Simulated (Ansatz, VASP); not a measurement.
**AgCl in VASP and in Ansatz**

```
CELL_PARAMETERS angstrom
0.00000 2.99325 2.99325
2.99325 0.00000 2.99325
2.99325 2.99325 0.00000
ATOMIC_POSITIONS crystal
Ag 0.00000 0.00000 0.00000
Cl 0.25000 0.25000 0.25000
```

Alike in both runs: task single point; functional PBE; k mesh 8 × 8 × 8; no spin polarisation.

|  | VASP | Ansatz |
| --- | --- | --- |
| version | VASP 6.6.1 | Ansatz 0.2.0 |
| potentials or method | VASP PAW PBE potentials, release 64 (Ag, Cl) | plane waves, PAW |
| plane-wave cutoff (eV) | 520 | 420 |
| occupations | gaussian, width 0.01 eV | fixed |
| valence electrons in the cell | 18 | 26 |

```tsv
	VASP	Ansatz	Ansatz less VASP
gap on the k mesh at the Fermi level (eV)	1.25	1.25	+0.001
pressure (GPa)	1.1	1.2	+0.10
```

The two sets of potentials don't hold the same shells in valence.
